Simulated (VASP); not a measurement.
# Sb: single point with PBE+D3(BJ)

Sb:

```
Sb
1.0
     2.15420    1.24373    3.75800
    -2.15420    1.24373    3.75800
     0.00000   -2.48746    3.75800
Sb
2
Direct
  0.23349 0.23349 0.23349
  0.76651 0.76651 0.76651
```

* Program: VASP 6.6.1
* Task: single point
* Functional: PBE
* Dispersion: D3(BJ)
* Potentials or basis: VASP PAW PBE potentials, release 64 (Sb)
* Cutoff: 520 eV
* k mesh: 6 × 6 × 6
* Occupations: gaussian, width 0.02 eV
* Spin: no spin polarisation
* Further INCAR settings: ALGO = Fast; EDIFF = 1e-07

The pressure is 0.3 GPa and the largest force is 0.104 eV/Å. The band gap on the k mesh is none (metal or under the smearing width) and the dispersion energy per atom is -0.473 eV.

Forces on the atoms (eV/Å):
```
Sb   0.000  0.000  0.104
Sb   0.000  0.000 -0.104
```

Stress tensor (GPa, compression positive):
```
0.39 0.00 0.00
0.00 0.39 0.00
0.00 0.00 0.00
```

Levels at points of the mesh, in eV from the Fermi level:
```tsv
k point	band 3	band 4	band 5	band 6	band 7	band 8
(0.00, 0.00, 0.00)	-2.13	-1.86	-1.86	2.00	2.63	2.63
(0.50, 0.00, 0.00)	-2.01	-1.89	-0.35	-0.27	0.13	0.44
(0.50, 0.50, 0.00)	-5.50	-3.82	-3.73	1.46	4.88	5.46
(0.50, 0.50, 0.50)	-1.38	-1.38	-0.54	0.07	0.07	1.06
```

Wall time 13 s on 1 thread of AMD EPYC 9R45 96-Core Processor (Zen 5) (shared host), peak memory 0.18 GiB.

Caveat: pairwise dispersion overbinds metals, which lowers pressure and volume. The run has no spin-orbit coupling, so splittings on Sb are missing.
